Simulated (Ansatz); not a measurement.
**NaF: band gap under strain**

Aim: follow the gap of NaF built on the rocksalt prototype through these states: -2.2 % shear in the xy plane; -1.6 % equal strain in all directions; +1.5 % strain along [111] alone. The table at the end shows which levels were run.

The runs shown are made with Ansatz 0.2.0. PAW datasets, plane waves. Spin-unpolarised throughout; all numbers are computed.

### Step 1. The structure to begin with

The unstrained cell was relaxed with r2SCAN; in each strained cell the atoms were relaxed again with r2SCAN. Names of k-points are those of the unstrained zone, where strain can split equivalent points. First state: -2.2 % shear in the xy plane.

Space group Immm (No. 71), orthorhombic; conventional cell a = 3.213 Å, b = 3.285 Å, c = 4.594 Å, 12.12 Å³ an atom. Around Na lie 6 F at 2.30 Å; around F lie 6 Na at 2.30 Å.

Coordinates:

```cif
data_structure
_symmetry_space_group_name_H-M 'P 1'
_symmetry_Int_Tables_number 1
_cell_length_a 3.2488
_cell_length_b 3.2488
_cell_length_c 3.2126
_cell_angle_alpha 60.368
_cell_angle_beta 60.368
_cell_angle_gamma 60.734
_cell_volume 24.24
loop_
_atom_site_label
_atom_site_type_symbol
_atom_site_fract_x
_atom_site_fract_y
_atom_site_fract_z
_atom_site_occupancy
Na1 Na 0.00000 0.00000 0.00000 1
F1 F 0.50000 0.50000 0.50000 1
```

### Step 2. -2.2 % shear in the xy plane: PBE

File input.yaml:

```yaml
crystal:
  lattice:
    - [-0.0254985658, 2.2971680881, 2.2971680881]
    - [2.2971680881, -0.0254985658, 2.2971680881]
    - [2.2716695223, 2.2716695223, 0.0]
  atoms:
    - { symbol: Na, position: [0.0, 0.0, 0.0] }
    - { symbol: F, position: [0.5, 0.5, 0.5] }
kpoints:
  mp_grid: { grid: [10, 10, 10] }
  band_path:
    path:
      - [0.0, 0.0, 0.0]
      - [0.5, 0.0, 0.5]
      - [0.625, 0.25, 0.625]
      - [0.375, 0.375, 0.75]
      - [0.5, 0.5, 0.5]
      - [0.5, 0.25, 0.75]
    npoints: 1
hamiltonian:
  xc: pbe
scf:
  occupations: { method: fermi_dirac, width: 0.02 }
  n_extra_bands: 4
output:
  forces: true
  stress: true
  eigenvalues: true
```

Further steps of the session: -2.2 % shear in the xy plane: r2SCAN; -2.2 % shear in the xy plane: HSE06; -1.6 % equal strain in all directions: PBE; -1.6 % equal strain in all directions: r2SCAN; -1.6 % equal strain in all directions: HSE06; +1.5 % strain along [111] alone: PBE; +1.5 % strain along [111] alone: r2SCAN; +1.5 % strain along [111] alone: HSE06.

**Question.** What will these runs give?

As calculated:

Least gap in eV (negative: overlap):

```
                                state   PBE  r2SCAN  HSE06
         -2.2 % shear in the xy plane  6.42    7.25   8.60
-1.6 % equal strain in all directions  6.74    7.57   8.94
      +1.5 % strain along [111] alone  6.36    7.18   8.53
```

What this shows: Where both were run, the HSE06 gap lies +2.17 to +2.21 eV from PBE's, each on its own k points. In PBE the gap is least under +1.5 % strain along [111] alone (6.36 eV) and largest under -1.6 % equal strain in all directions (6.74 eV).
